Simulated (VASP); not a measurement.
Wanted: the native input for a VASP 6.6.1 run.

| Item | Value |
| --- | --- |
| Task | relaxation of shape and atoms at fixed volume |
| Functional | PBE |
| Potentials or basis | VASP PAW PBE potentials, release 64 (Si) |
| Cutoff | 300 eV |
| k mesh | 6 × 6 × 3 |
| Occupations | gaussian, width 0.03 eV |
| Spin | no spin polarisation |
| Further INCAR settings | ALGO = Fast; EDIFF = 1e-07; IBRION = 2; EDIFFG = -0.01; NSW = 40; ISIF = 4 |

The structure of Si lies in POSCAR:

```
Si                                      
1.0
    2.6100002404      0.0000000000      0.0000000000
   -1.3050001202      2.2603265121      0.0000000000
    0.0000000000      0.0000000000      5.0214420764
  Si            
     2
Direct
     0.3333333300000021    0.6666666699999979    0.2500000000000000
     0.6666666699999979    0.3333333300000021    0.7500000000000000
```

This isn't the form of Si at room conditions, which is diamond.

One way to write it, as run:

INCAR

```
SYSTEM = Si
  ALGO = Fast
  EDIFF = 1E-7
  EDIFFG = -0.01
  ENCUT = 300
  GGA = PE
  IBRION = 2
  ISIF = 4
  ISMEAR = 0
  LASPH = .TRUE.
  LCHARG = .FALSE.
  LREAL = .FALSE.
  LWAVE = .FALSE.
  NELM = 80
  NSW = 40
  PREC = Accurate
  SIGMA = 0.03
```

KPOINTS

```
k-points
0
G
  6 6 3
  0 0 0
```

Potentials or basis: VASP PAW PBE potentials, release 64 (Si).

The run is started by

```bash
$ cat potpaw_PBE.64/Si/POTCAR > POTCAR
$ mpirun -np 1 vasp_std > vasp.out
```

It gave:

- Pressure after relaxing: 0.0 GPa
- Band gap on the k mesh: none (metal or under the smearing width)

Caveat: the k mesh is coarse (spacing up to 0.46 Å⁻¹), so the values aren't converged; the cutoff is under 1.25 times the usual one of these potentials, so pressure, stress and relaxed cells hold a basis-set (Pulay) error; the relaxation stopped at its first step, so nothing moved.

It took 3.2 s on 1 thread of Intel(R) Xeon(R) Platinum 8259CL CPU @ 2.50GHz (Skylake/Cascade Lake), with other jobs on the host, peak memory 0.11 GiB.
